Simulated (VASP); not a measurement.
Wanted: the native input for a VASP 6.6.1 run.

| Quantity | Value |
| --- | --- |
| Task | vibrations by finite differences |
| Functional | PBE |
| Potentials or basis | VASP PAW PBE potentials, release 64 (W_sv) |
| Cutoff | 520 eV |
| k mesh | 12 × 12 × 12 |
| Occupations | gaussian, width 0.1 eV |
| Spin | no spin polarisation |
| Ions in elastic constants | relaxed |
| Further INCAR settings | ALGO = Normal; EDIFF = 1e-08; IBRION = 6; POTIM = 0.015; NSW = 1; ISIF = 3 |

The structure of W lies in POSCAR:

```
W                                       
1.0
   -1.5932076511      1.5932076511      1.5932076511
    1.5932076511     -1.5932076511      1.5932076511
    1.5932076511      1.5932076511     -1.5932076511
  W             
     1
Direct
     0.0000000000000000    0.0000000000000000    0.0000000000000000
```

The input as run:

INCAR

```
SYSTEM = W
PREC = Accurate
ENCUT = 520
EDIFF = 1E-8
ISMEAR = 0
SIGMA = 0.1
LREAL = .FALSE.
LASPH = .TRUE.
NELM = 100
ALGO = Normal
ISIF = 3
LWAVE = .FALSE.
LCHARG = .FALSE.
GGA = PE
IBRION = 6
NFREE = 2
POTIM = 0.015
NSW = 1
```

KPOINTS

```
Automatic mesh
0
G
  12 12 12
  0 0 0
```

Potentials or basis: VASP PAW PBE potentials, release 64 (W_sv).

Run with:

```console
$ cat potpaw_PBE.64/W_sv/POTCAR > POTCAR
$ mpirun -np 1 vasp_std > vasp.out
```

Results of the run:

The elastic constants C11, C12, C44 are 512, 199, 121 GPa and the voigt bulk modulus is 303 GPa.

Caveat: elastic constants of metals need much finer meshes, so these are rough.

Wall time 4.8 min on 1 thread of Intel(R) Xeon(R) Platinum 8488C (Sapphire Rapids) (shared host), peak memory 0.28 GiB.
